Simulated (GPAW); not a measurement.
# MgS (Niningerite) (Fm-3m) in GPAW: settings compared

The runs below take MgS (Niningerite) through relaxation of cell and atoms, single point, with PBEsol+D3(BJ), PBEsol+D3(BJ)+ATM, PBEsol+D4, PBEsol, PBE.

Program: GPAW 26.7.0. These are calculated values, not measurements. Logs are shortened: lines on timing, memory, paths and dates and some standing lists are left out, and cuts for length are marked. The log counts tension as positive stress, the text compression.

## (1) The crystal as given

The structure is cubic, space group Fm-3m (No. 225). The conventional cell has a = 5.203 Å, b = 5.203 Å, c = 5.203 Å, α = 90.00°, β = 90.00°, γ = 90.00°. S (site symmetry m-3m) has 6 Mg at 2.60 Å as nearest neighbours. Mg (site symmetry m-3m) is surrounded by 6 S at 2.60 Å.

## (2) Relaxation of cell and atoms, PBEsol+D3(BJ)

Input file run.py:

```python
from ase import Atoms
from ase.calculators.mixing import SumCalculator
from ase.filters import FrechetCellFilter
from ase.io import write
from ase.optimize import BFGS
from dftd3.ase import DFTD3
from gpaw import GPAW, PW, setup_paths

setup_paths.insert(0, '.')

atoms = Atoms(['S', 'Mg'],
              cell=[[0.0, 2.60165, 2.60165],
                    [2.60165, 0.0, 2.60165],
                    [2.60165, 2.60165, 0.0]],
              scaled_positions=[[0.5, 0.5, 0.5],
                                [0.0, 0.0, 0.0]],
              pbc=True)

calc = GPAW(mode=PW(800),
            xc='PBEsol',
            kpts={'size': (9, 9, 9), 'gamma': True},
            occupations={'name': 'fermi-dirac', 'width': 0.05},
            nbands=16,
            convergence={'density': 1e-05, 'forces': 0.0001},
            maxiter=150,
            txt='gpaw.txt')
atoms.calc = SumCalculator([calc, DFTD3(method='pbesol', damping='d3bj')])
opt = BFGS(FrechetCellFilter(atoms), trajectory='relax.traj', logfile='-')
done = opt.run(fmax=0.02, steps=60)
calc.write('gs.gpw')
write('result.traj', atoms)
print('Converged:', done)
print('Cell:', atoms.cell.cellpar().round(4))
print('Volume:', round(atoms.get_volume(), 4))
print(atoms.get_scaled_positions().round(5))
```

Potentials or basis: PAW data sets generated in the run's folder for this functional, pw.

On the command line:

```sh
$ gpaw-setup -f PBEsol Mg S
$ OMP_NUM_THREADS=1 python run.py
```

gpaw.txt:

```text
__  _  _
 | _ |_)|_||  |
 |__||  | ||/\| - 26.7.0

Input parameters:
  mode=PW(ecut=800.0),
  convergence={'density': 1e-05, 'forces': 0.0001},
  kpts=MonkhorstPack(size=(9, 9, 9), gamma=True),
  maxiter=150,
  nbands=16,
  occupations=Occupations(name='fermi-dirac', width=0.05),
  xc=XC(name='PBEsol')

Diagonalizing LCAO Hamiltonian
Converting LCAO to pw mode

               S

       Mg

Atoms  # Å, Bohr magnetons
|   | symbol |        x |        y |        z |    initial magnetic moments |
|---|--------|----------|----------|----------|-----------------------------|
| 0 |      S | 2.601650 | 2.601650 | 2.601650 | ( 0.0000,  0.0000,  0.0000) |
| 1 |     Mg | 0.000000 | 0.000000 | 0.000000 | ( 0.0000,  0.0000,  0.0000) |

Unit cell  # Å
| periodic |        x |        y |        z |  lengths |    angles |
|----------|----------|----------|----------|----------|-----------|
|      yes | 0.000000 | 2.601650 | 2.601650 | 3.679289 | 60.000000 |
|      yes | 2.601650 | 0.000000 | 2.601650 | 3.679289 | 60.000000 |
|      yes | 2.601650 | 2.601650 | 0.000000 | 3.679289 | 60.000000 |

Number of symmetries: 48
Symmetry operations  # r_c * U_cc + t_c -> r_c
|    | kind |            matrix            |
|----|------|------------------------------|
|  0 |  σ   |  1, 0, 0,  1, 0,-1,  1,-1, 0 |
|  1 |  C2  |  1, 0, 0,  1,-1, 0,  1, 0,-1 |
|  2 |  E   |  1, 0, 0,  0, 1, 0,  0, 0, 1 |
|  3 |  σ   |  1, 0, 0,  0, 0, 1,  0, 1, 0 |
|  4 |  C4  |  1, 0,-1,  1, 0, 0,  1,-1, 0 |
|  5 |  S6  |  1, 0,-1,  1,-1, 0,  1, 0, 0 |
|  6 |  σ   |  1, 0,-1,  0, 1,-1,  0, 0,-1 |
|  7 |  C3  |  1, 0,-1,  0, 0,-1,  0, 1,-1 |
|  8 |  S6  |  1,-1, 0,  1, 0, 0,  1, 0,-1 |
|  9 |  C4  |  1,-1, 0,  1, 0,-1,  1, 0, 0 |
| 10 |  C3  |  1,-1, 0,  0,-1, 1,  0,-1, 0 |
| 11 |  σ   |  1,-1, 0,  0,-1, 0,  0,-1, 1 |
| 12 |  σ   |  0, 1, 0,  1, 0, 0,  0, 0, 1 |
| 13 |  C4  |  0, 1, 0,  0, 1,-1, -1, 1, 0 |
[... 167 lines left out ...]
SCF iterations
|iter     | |      energy | eigst |  dens |force |
|---------|-|-------------|-------|-------|------|
|iter:   1| |   -9.470431 | -0.02 |       |      |
|iter:   2| |   -9.411315 | -2.31 | -1.17 |      |
|iter:   3| |   -9.170016 | -1.83 | -1.21 |      |
|iter:   4| |   -9.172172 | -3.34 | -1.81 |      |
|iter:   5| |   -9.172882c| -4.21 | -2.23 |      |
|iter:   6| |   -9.172891c| -5.97 | -3.44 |      |
|iter:   7| |   -9.172893c| -7.08 | -3.91 |      |
|iter:   8| |   -9.172893c| -8.55c| -4.80 |      |
|iter:   9| |   -9.172893c| -9.41c| -5.70c|      |
|iter:  10| |   -9.172893c| -9.84c| -6.15c|-24.13c|

Converged in 10 steps
Energy contributions relative to reference atoms: (reference = -16277.884661)

Energy contributions:
  Kinetic:           6.536374
  Coulomb:          -5.448321
  Zero:              0.055785
  External:          0.000000
  Xc:              -10.316730
  Entropy:          -0.000000
  Spinorbit:         0.000000
  ----------------------------
  Free energy:      -9.172893
  Extrapolated:     -9.172893
[... 24 lines left out ...]
Gap: 2.843 eV
Transition (v -> c):
  (s=0, k=0, n=7, [0.00, 0.00, 0.00]) -> (s=0, k=30, n=8, [0.44, 0.44, 0.00])
Direct/indirect transitions are different
Direct gap: 3.596 eV
Transition at: (s=0, k=0, n=7, [0.00, 0.00, 0.00])

Stress tensor  # eV/Ang^3
|        x |        y |        z |
|----------|----------|----------|
| 0.005630 | 0.000000 | 0.000000 |
| 0.000000 | 0.005630 | 0.000000 |
| 0.000000 | 0.000000 | 0.005630 |

Forces  # eV/Ang
|       x |       y |        z |
|---------|---------|----------|
| 0.00000 | 0.00000 | -0.00000 |  # S    0
| 0.00000 | 0.00000 |  0.00000 |  # Mg   1

Interpolating wave functions to new cell

               S

       Mg

Atoms  # Å, Bohr magnetons
|   | symbol |         x |         y |         z |    initial magnetic moments |
|---|--------|-----------|-----------|-----------|-----------------------------|
| 0 |      S |  2.594101 |  2.594101 |  2.594101 | ( 0.0000,  0.0000,  0.0000) |
| 1 |     Mg | -0.000000 | -0.000000 | -0.000000 | ( 0.0000,  0.0000,  0.0000) |

Unit cell  # Å
| periodic |         x |         y |         z |  lengths |    angles |
|----------|-----------|-----------|-----------|----------|-----------|
|      yes | -0.000000 |  2.594101 |  2.594101 | 3.668612 | 60.000000 |
|      yes |  2.594101 | -0.000000 |  2.594101 | 3.668612 | 60.000000 |
|      yes |  2.594101 |  2.594101 | -0.000000 | 3.668612 | 60.000000 |

Number of symmetries: 48
Symmetry operations  # r_c * U_cc + t_c -> r_c
|    | kind |            matrix            |
|----|------|------------------------------|
|  0 |  σ   |  1, 0, 0,  1, 0,-1,  1,-1, 0 |
|  1 |  C2  |  1, 0, 0,  1,-1, 0,  1, 0,-1 |
|  2 |  E   |  1, 0, 0,  0, 1, 0,  0, 0, 1 |
|  3 |  σ   |  1, 0, 0,  0, 0, 1,  0, 1, 0 |
|  4 |  C4  |  1, 0,-1,  1, 0, 0,  1,-1, 0 |
|  5 |  S6  |  1, 0,-1,  1,-1, 0,  1, 0, 0 |
|  6 |  σ   |  1, 0,-1,  0, 1,-1,  0, 0,-1 |
|  7 |  C3  |  1, 0,-1,  0, 0,-1,  0, 1,-1 |
|  8 |  S6  |  1,-1, 0,  1, 0, 0,  1, 0,-1 |
|  9 |  C4  |  1,-1, 0,  1, 0,-1,  1, 0, 0 |
| 10 |  C3  |  1,-1, 0,  0,-1, 1,  0,-1, 0 |
| 11 |  σ   |  1,-1, 0,  0,-1, 0,  0,-1, 1 |
| 12 |  σ   |  0, 1, 0,  1, 0, 0,  0, 0, 1 |
| 13 |  C4  |  0, 1, 0,  0, 1,-1, -1, 1, 0 |
[... 167 lines left out ...]
SCF iterations
|iter     | |      energy | eigst |  dens |force |
|---------|-|-------------|-------|-------|------|
|iter:   1| |   -9.176074 | -2.42 |       |      |
|iter:   2| |   -9.175680 | -4.84 | -2.36 |      |
|iter:   3| |   -9.173950c| -4.34 | -2.40 |      |
|iter:   4| |   -9.173923c| -6.04 | -3.35 |      |
|iter:   5| |   -9.173918c| -6.26 | -3.67 |      |
|iter:   6| |   -9.173919c| -7.94c| -4.48 |      |
|iter:   7| |   -9.173919c| -7.79c| -5.01c|      |
|iter:   8| |   -9.173919c| -8.50c| -5.85c|-23.81c|

Converged in 8 steps
Energy contributions relative to reference atoms: (reference = -16277.884661)

Energy contributions:
  Kinetic:           7.053765
  Coulomb:          -5.845143
  Zero:              0.054599
  External:          0.000000
  Xc:              -10.437140
  Entropy:          -0.000000
  Spinorbit:         0.000000
  ----------------------------
  Free energy:      -9.173919
  Extrapolated:     -9.173919
[... 24 lines left out ...]
Gap: 2.861 eV
Transition (v -> c):
  (s=0, k=0, n=7, [0.00, 0.00, 0.00]) -> (s=0, k=30, n=8, [0.44, 0.44, 0.00])
Direct/indirect transitions are different
Direct gap: 3.664 eV
Transition at: (s=0, k=0, n=7, [0.00, 0.00, 0.00])

Stress tensor  # eV/Ang^3
|         x |        y |         z |
|-----------|----------|-----------|
|  0.001480 | 0.000000 | -0.000000 |
|  0.000000 | 0.001480 |  0.000000 |
| -0.000000 | 0.000000 |  0.001480 |

Forces  # eV/Ang
|        x |       y |       z |
|----------|---------|---------|
| -0.00000 | 0.00000 | 0.00000 |  # S    0
| -0.00000 | 0.00000 | 0.00000 |  # Mg   1

Interpolating wave functions to new cell

               S

       Mg

Atoms  # Å, Bohr magnetons
|   | symbol |         x |         y |        z |    initial magnetic moments |
|---|--------|-----------|-----------|----------|-----------------------------|
| 0 |      S |  2.558315 |  2.558315 | 2.558315 | ( 0.0000,  0.0000,  0.0000) |
| 1 |     Mg | -0.000000 | -0.000000 | 0.000000 | ( 0.0000,  0.0000,  0.0000) |

Unit cell  # Å
| periodic |         x |        y |        z |  lengths |    angles |
|----------|-----------|----------|----------|----------|-----------|
|      yes | -0.000000 | 2.558315 | 2.558315 | 3.618004 | 60.000000 |
|      yes |  2.558315 | 0.000000 | 2.558315 | 3.618004 | 60.000000 |
|      yes |  2.558315 | 2.558315 | 0.000000 | 3.618004 | 60.000000 |

Number of symmetries: 48
Symmetry operations  # r_c * U_cc + t_c -> r_c
|    | kind |            matrix            |
|----|------|------------------------------|
|  0 |  σ   |  1, 0, 0,  1, 0,-1,  1,-1, 0 |
|  1 |  C2  |  1, 0, 0,  1,-1, 0,  1, 0,-1 |
|  2 |  E   |  1, 0, 0,  0, 1, 0,  0, 0, 1 |
|  3 |  σ   |  1, 0, 0,  0, 0, 1,  0, 1, 0 |
|  4 |  C4  |  1, 0,-1,  1, 0, 0,  1,-1, 0 |
|  5 |  S6  |  1, 0,-1,  1,-1, 0,  1, 0, 0 |
|  6 |  σ   |  1, 0,-1,  0, 1,-1,  0, 0,-1 |
|  7 |  C3  |  1, 0,-1,  0, 0,-1,  0, 1,-1 |
|  8 |  S6  |  1,-1, 0,  1, 0, 0,  1, 0,-1 |
|  9 |  C4  |  1,-1, 0,  1, 0,-1,  1, 0, 0 |
| 10 |  C3  |  1,-1, 0,  0,-1, 1,  0,-1, 0 |
| 11 |  σ   |  1,-1, 0,  0,-1, 0,  0,-1, 1 |
| 12 |  σ   |  0, 1, 0,  1, 0, 0,  0, 0, 1 |
| 13 |  C4  |  0, 1, 0,  0, 1,-1, -1, 1, 0 |
[... 167 lines left out ...]
SCF iterations
|iter     | |      energy | eigst |  dens |force |
|---------|-|-------------|-------|-------|------|
|iter:   1| |   -9.208860 | -1.07 |       |      |
|iter:   2| |   -9.200197 | -3.54 | -1.69 |      |
|iter:   3| |   -9.161304 | -3.00 | -1.73 |      |
|iter:   4| |   -9.160688 | -4.70 | -2.68 |      |
|iter:   5| |   -9.160591c| -4.91 | -3.00 |      |
|iter:   6| |   -9.160593c| -6.60 | -3.81 |      |
|iter:   7| |   -9.160593c| -7.79c| -4.34 |      |
|iter:   8| |   -9.160593c| -8.94c| -5.22c|      |
|iter:   9| |   -9.160593c|-10.50c| -6.13c|-25.33c|

Converged in 9 steps
Energy contributions relative to reference atoms: (reference = -16277.884661)

Energy contributions:
  Kinetic:           9.639227
  Coulomb:          -7.820935
  Zero:              0.048798
  External:          0.000000
  Xc:              -11.027683
  Entropy:          -0.000000
  Spinorbit:         0.000000
  ----------------------------
  Free energy:      -9.160593
  Extrapolated:     -9.160593
[... 24 lines left out ...]
Gap: 2.945 eV
Transition (v -> c):
  (s=0, k=0, n=7, [0.00, 0.00, 0.00]) -> (s=0, k=30, n=8, [0.44, 0.44, 0.00])
Direct/indirect transitions are different
Direct gap: 4.000 eV
Transition at: (s=0, k=0, n=7, [0.00, 0.00, 0.00])

Stress tensor  # eV/Ang^3
|         x |         y |         z |
|-----------|-----------|-----------|
| -0.020510 |  0.000000 | -0.000000 |
|  0.000000 | -0.020510 |  0.000000 |
| -0.000000 |  0.000000 | -0.020510 |

Forces  # eV/Ang
|        x |        y |        z |
|----------|----------|----------|
| -0.00000 | -0.00000 | -0.00000 |  # S    0
|  0.00000 | -0.00000 |  0.00000 |  # Mg   1

# Writing to gs.gpw (mode='')
```

It took 53 s on 1 thread of Arm Neoverse V1, shared host; peak memory 0.2 GiB.

What came out:

```yaml
Free_energy: -9.7933 eV
Relaxed_volume: 16.74 Å³/atom
Relaxed_cell: a = 3.618 Å, b = 3.618 Å, c = 3.618 Å, α = 60.00°, β = 60.00°, γ = 60.00°
Space_group_after_relaxing_to_0.05_Å: Fm-3m (No. 225)
Energy_gained_by_relaxing: 9.8 meV/atom
Ionic_steps: 3
Pressure_after_relaxing: 0.2 GPa
Band_gap_on_the_k_mesh: 2.95 eV, indirect (least direct gap 4.00 eV)
Dispersion_energy_per_atom: -0.316 eV
```

Step by step:
| step | energy change (eV) | largest force (eV/Å) | pressure (GPa) | volume (Å³) |
| --- | --- | --- | --- | --- |
| 1 | 0.0000 | 0.0000 | -3.70 | 35.22 |
| 2 | -0.0064 | 0.0000 | -3.09 | 34.91 |
| 3 | -0.0196 | 0.0000 | 0.18 | 33.49 |

Final structure:
```xyz
2
Lattice="0.0000 2.5583 2.5583 2.5583 0.0000 2.5583 2.5583 2.5583 0.0000" Properties=species:S:1:pos:R:3 pbc="T T T"
S     2.5583    2.5583    2.5583
Mg    0.0000    0.0000    0.0000
```

Caveat: later steps reuse the first step's grids; an odd mesh through Γ misses points on the zone boundary, where band edges often lie.

## (3) Relaxation of cell and atoms, PBEsol+D3(BJ)+ATM

run.py, as its differences from that of step 2:

```diff
@@ -26,3 +26,3 @@
             txt='gpaw.txt')
-atoms.calc = SumCalculator([calc, DFTD3(method='pbesol', damping='d3bj')])
+atoms.calc = SumCalculator([calc, DFTD3(damping='d3bj', params_tweaks=dict(method='pbesol', atm=True))])
 opt = BFGS(FrechetCellFilter(atoms), trajectory='relax.traj', logfile='-')
```

Potentials or basis: PAW data sets generated in the run's folder for this functional, pw.

On the command line:

```sh
$ gpaw-setup -f PBEsol Mg S
$ OMP_NUM_THREADS=1 python run.py
```

Wall time 54 s (1 thread of Arm Neoverse V1, shared host); peak memory 0.2 GiB.

The run converged. Its results:

```yaml
Free_energy: -9.7484 eV
Relaxed_volume: 16.84 Å³/atom
Relaxed_cell: a = 3.625 Å, b = 3.625 Å, c = 3.625 Å, α = 60.00°, β = 60.00°, γ = 60.00°
Space_group_after_relaxing_to_0.05_Å: Fm-3m (No. 225)
Energy_gained_by_relaxing: 7.8 meV/atom
Ionic_steps: 3
Pressure_after_relaxing: 0.1 GPa
Band_gap_on_the_k_mesh: 2.93 eV, indirect (least direct gap 3.95 eV)
Dispersion_energy_per_atom: -0.292 eV
```

The path:
```csv
step,energy change (eV),largest force (eV/Å),pressure (GPa),volume (Å³)
1,0.0000,0.0000,-3.32,35.22
2,-0.0052,0.0000,-2.76,34.94
3,-0.0156,0.0000,0.14,33.68
```

Final structure:
```cif
data_structure
_symmetry_space_group_name_H-M 'P 1'
_symmetry_Int_Tables_number 1
_cell_length_a 3.6248
_cell_length_b 3.6248
_cell_length_c 3.6248
_cell_angle_alpha 60.000
_cell_angle_beta 60.000
_cell_angle_gamma 60.000
_cell_volume 33.68
loop_
_atom_site_label
_atom_site_type_symbol
_atom_site_fract_x
_atom_site_fract_y
_atom_site_fract_z
_atom_site_occupancy
S1 S 0.50000 0.50000 0.50000 1
Mg1 Mg 0.00000 0.00000 0.00000 1
```

Levels at points of the mesh, in eV from the valence-band top:
| k point | band 4 | band 5 | band 6 | band 7 | band 8 | band 9 | band 10 | band 11 | band 12 |
| --- | --- | --- | --- | --- | --- | --- | --- | --- | --- |
| (0.00, 0.00, 0.00) | -41.36 | -12.95 | 0.00 | 0.00 | 0.00 | 3.95 | 7.78 | 7.78 | 7.78 |

Caveat: later steps reuse the first step's grids; an odd mesh through Γ misses points on the zone boundary, where band edges often lie.

## (4) Relaxation of cell and atoms, PBEsol+D4

run.py, as its differences from that of step 3:

```diff
@@ -5,3 +5,3 @@
 from ase.optimize import BFGS
-from dftd3.ase import DFTD3
+from dftd4.ase import DFTD4
 from gpaw import GPAW, PW, setup_paths
@@ -26,3 +26,3 @@
             txt='gpaw.txt')
-atoms.calc = SumCalculator([calc, DFTD3(damping='d3bj', params_tweaks=dict(method='pbesol', atm=True))])
+atoms.calc = SumCalculator([calc, DFTD4(method='pbesol')])
 opt = BFGS(FrechetCellFilter(atoms), trajectory='relax.traj', logfile='-')
```

On the command line:

```sh
$ gpaw-setup -f PBEsol Mg S
$ OMP_NUM_THREADS=1 python run.py
```

Run time: 1.7 min. Hardware: 1 thread of Arm Neoverse V1, shared host; peak memory 0.25 GiB.

The run converged. Its results:

| Item | Value |
| --- | --- |
| Free energy | -9.5099 eV |
| Relaxed volume | 17.07 Å³/atom |
| Relaxed cell | a = 3.641 Å, b = 3.641 Å, c = 3.641 Å, α = 60.00°, β = 60.00°, γ = 60.00° |
| Space group after relaxing (to 0.05 Å) | Fm-3m (No. 225) |
| Energy gained by relaxing | 3.8 meV/atom |
| Ionic steps | 3 |
| Pressure after relaxing | 0.1 GPa |
| Band gap on the k mesh | 2.91 eV, indirect (least direct gap 3.84 eV) |
| Dispersion energy per atom | -0.170 eV |

Step by step:
| step | energy change (eV) | largest force (eV/Å) | pressure (GPa) | volume (Å³) |
| --- | --- | --- | --- | --- |
| 1 | 0.0000 | 0.0000 | -2.33 | 35.22 |
| 2 | -0.0025 | 0.0000 | -1.93 | 35.03 |
| 3 | -0.0076 | 0.0000 | 0.07 | 34.14 |

Final structure:
```
S Mg
1.0
     0.00000    2.57479    2.57479
     2.57479    0.00000    2.57479
     2.57479    2.57479    0.00000
S Mg
1 1
Direct
  0.50000 0.50000 0.50000
  0.00000 0.00000 0.00000
```

Levels at points of the mesh, in eV from the valence-band top:
```tsv
k point	band 6	band 7	band 8	band 9	band 10	band 11
(0.00, 0.00, 0.00)	0.00	0.00	0.00	3.84	7.79	7.79
```

Caveat: later steps reuse the first step's grids; an odd mesh through Γ misses points on the zone boundary, where band edges often lie. A hybrid or GW would open this gap; PBEsol tends to underestimate it.

## (5) Single point, PBEsol

Input file run.py:

```python
from ase import Atoms
from ase.dft.bandgap import bandgap
from ase.io import write
from ase.units import GPa
from gpaw import GPAW, PW, setup_paths

setup_paths.insert(0, '.')

atoms = Atoms(['S', 'Mg'],
              cell=[[0.0, 2.60165, 2.60165],
                    [2.60165, 0.0, 2.60165],
                    [2.60165, 2.60165, 0.0]],
              scaled_positions=[[0.5, 0.5, 0.5],
                                [0.0, 0.0, 0.0]],
              pbc=True)

calc = GPAW(mode=PW(600),
            xc='PBEsol',
            kpts={'size': (7, 7, 7), 'gamma': True},
            occupations={'name': 'fermi-dirac', 'width': 0.05},
            nbands=16,
            maxiter=120,
            txt='gpaw.txt')
atoms.calc = calc
energy = atoms.get_potential_energy()
forces = atoms.get_forces()
stress = atoms.get_stress()
calc.write('gs.gpw')
write('result.traj', atoms)
print(f'Energy: {energy:.6f} eV')
print('Forces (eV/A):')
print(forces.round(4))
print('Stress (GPa):', (stress / GPa).round(3))
print('Fermi level:', round(calc.get_fermi_level(), 4), 'eV')
print(f'Gap: {bandgap(calc)[0]:.4f} eV, direct: {bandgap(calc, direct=True)[0]:.4f} eV')
```

On the command line:

```sh
$ gpaw-setup -f PBEsol Mg S
$ OMP_NUM_THREADS=1 python run.py
```

Wall time 11 s (1 thread of Arm Neoverse V1, shared host); peak memory 0.14 GiB.

Results (log left out):

```
Free energy            : -9.1673 eV
Pressure               : -0.9 GPa
Band gap on the k mesh : 2.93 eV, indirect (least direct gap 3.60 eV)
```

Levels at points of the mesh, in eV from the valence-band top:
| k point | band 5 | band 6 | band 7 | band 8 | band 9 | band 10 | band 11 | band 12 |
| --- | --- | --- | --- | --- | --- | --- | --- | --- |
| (0.00, 0.00, 0.00) | -12.68 | 0.00 | 0.00 | 0.00 | 3.60 | 7.81 | 7.81 | 7.81 |

Caveat: the cutoff is short for stress and forces, so pressures can be off by a GPa or more; an odd mesh through Γ misses points on the zone boundary, where band edges often lie.

(Continued in part 2 of 2.)
